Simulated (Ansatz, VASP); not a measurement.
## Two plane-wave programs on Cr

```
Cr
1.0
     2.86588    0.00000    0.00000
     0.00000    2.86588    0.00000
     0.00000    0.00000    2.86588
Cr
2
Direct
  0.00000 0.00000 0.00000
  0.50000 0.50000 0.50000
```

Alike in both runs: functional PBE; k mesh 18 × 18 × 18; occupations methfessel-paxton of order 1, width 0.1 eV; collinear spin.

Ansatz relaxed the structure, and its values are those at the end. VASP's run is a single point on that final structure, the one shown.

|  | VASP | Ansatz |
| --- | --- | --- |
| version | VASP 6.6.1 | Ansatz 0.2.0 |
| potentials or method | VASP PAW PBE potentials, release 64 (Cr_pv) | scalar-relativistic, plane waves, PAW |
| plane-wave cutoff (eV) | 520 | 420 |
| valence electrons in the cell | 24 | 28 |

Ansatz gave:

* gap on the k mesh at the Fermi level (eV): none
* pressure (GPa): 0.0
* net moment per atom (μB): 0.00
* size of the moment on the site where the two differ most (μB): 1.02

Problem. Estimate VASP's values.

Solution. gap on the k mesh at the Fermi level (eV): none; pressure (GPa): -0.1; net moment per atom (μB): 0.00; size of the moment on the site where the two differ most (μB): 1.12.

Site moments also hang on the region over which each program counts them. A gap of «none» marks a metal or a gap that the smearing closes. The two sets of potentials don't hold the same shells in valence.
